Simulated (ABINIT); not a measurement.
Runs of ABINIT 10.8.3 (patched build) on Cu. Symmetry: Fm-3m, No. 225, cubic system. Conventional cell: a = 3.615 Å, b = 3.615 Å, c = 3.615 Å, α = 90.00°, β = 90.00°, γ = 90.00°. Cu (site symmetry m-3m) is surrounded by 12 Cu at 2.56 Å. 

```tsv
task	level	potentials or basis	cutoff (eV)	fine-grid cutoff	gap on the mesh (eV)	pressure (GPa)
band structure	AM05	PseudoDojo NC SR PBEsol v0.4.1 standard	1252	-	none	-7.6
band structure	rSCAN	JTH PAW PBE v2.0	653	1251.72 eV	none	-
band structure	AM05	JTH PAW PBE v2.0	544	1088.46 eV	none	-
band structure	LDA	PseudoDojo NC SR LDA v0.4.1 standard	1143	-	none	-
band structure	SOGGA	PseudoDojo NC SR PBEsol v0.4.1 standard	1252	-	none	(a)
band structure	LDA-Teter	JTH PAW LDA v2.0	544	1088.46 eV	none	-
```

Alike in all rows: no spin polarisation; cell as given; k mesh 13 × 13 × 13; smearing fermi-dirac 0.05 eV.

Question: Estimate the missing entries.

Answer: (a) -8.4.

Caveats: the potentials were made for another functional, which shifts forces and pressure (some runs); the PAW data sets were made with another functional, which shifts forces and pressure a little (some runs).

A gap of «none» marks a metal or a gap under the smearing width.

Runs at the PBE level aren't shown here.
